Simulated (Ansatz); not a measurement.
Relaxation of a periodic cell of 17 atoms, Si16H (host Si, host structure diamond, interstitial H), to a largest force component of 0.03 eV/Å in at most 60 steps.

These are results of DFT LDA, scalar-relativistic, plane waves, PAW (Ansatz 0.2.0), not measurements. Settings: cutoff 420 eV, k mesh 2x2x2, fermi-dirac smearing 0.05 eV, spin collinear.

```xyz
17
Lattice="0.0000 5.4300 5.4300 5.4300 0.0000 5.4300 5.4300 5.4300 0.0000" Properties=species:S:1:pos:R:3
Si 0.000 0.000 0.000
Si 1.357 1.357 1.357
Si 2.715 2.715 0.000
Si 4.072 4.072 1.357
Si 2.715 0.000 2.715
Si 4.072 1.357 4.072
Si 5.430 2.715 2.715
Si 6.787 4.072 4.072
Si 0.000 2.715 2.715
Si 1.357 4.072 4.072
Si 2.715 5.430 2.715
Si 4.072 6.787 4.072
Si 2.715 2.715 5.430
Si 4.072 4.072 6.787
Si 5.430 5.430 5.430
Si 6.787 6.787 6.787
H 4.126 6.824 6.816
```

Problem. Where does it end, and by what steps?

Solution. The forces met the threshold. The force dipped under the threshold on the way, but the program's further checks kept it going. Limits of this set-up: coarse k mesh, a small cell, in which the defect meets its images. After 10 steps the energy has fallen by 0.140 eV; Si7 moved furthest, 0.34 Å. Joined: Si7–H17 (2.28 → 1.67 Å).

```
step  energy less start (eV)  largest force component (eV/Å)  accepted
   0                  0.0000                           0.330       yes
   1                 -0.0385                           0.099       yes
   2                 -0.0418                           0.023       yes
   3                 -0.0425                           0.024       yes
   4                 -0.0440                           0.036       yes
   5                 -0.0536                           0.073       yes
   6                 -0.0916                           0.136       yes
   7                 -0.0958                           0.453       yes
   8                 -0.1380                           0.060       yes
   9                 -0.1380                           0.060       yes
  10                 -0.1396                           0.014       yes
```

```xyz
17
Lattice="0.0000 5.4300 5.4300 5.4300 0.0000 5.4300 5.4300 5.4300 0.0000" Properties=species:S:1:pos:R:3
Si 0.025 0.027 0.026
Si 1.393 1.381 1.381
Si 2.685 2.736 -0.033
Si 4.035 4.130 1.317
Si 2.684 -0.033 2.736
Si 4.034 1.317 4.129
Si 5.233 2.518 2.518
Si 6.693 3.981 3.981
Si 0.017 2.730 2.729
Si 1.378 4.091 4.090
Si 2.743 5.457 2.737
Si 4.097 6.812 4.103
Si 2.743 2.738 5.456
Si 4.097 4.104 6.812
Si 5.449 5.401 5.400
Si 6.845 6.750 6.749
H 4.272 6.983 6.983
```

Whether the end is a true minimum wasn't checked by a vibrational analysis.

The run took 56 s on 2 threads of INTEL(R) XEON(R) PLATINUM 8581C CPU @ 2.30GHz (Emerald Rapids) (shared host), peak memory 0.73 GiB.
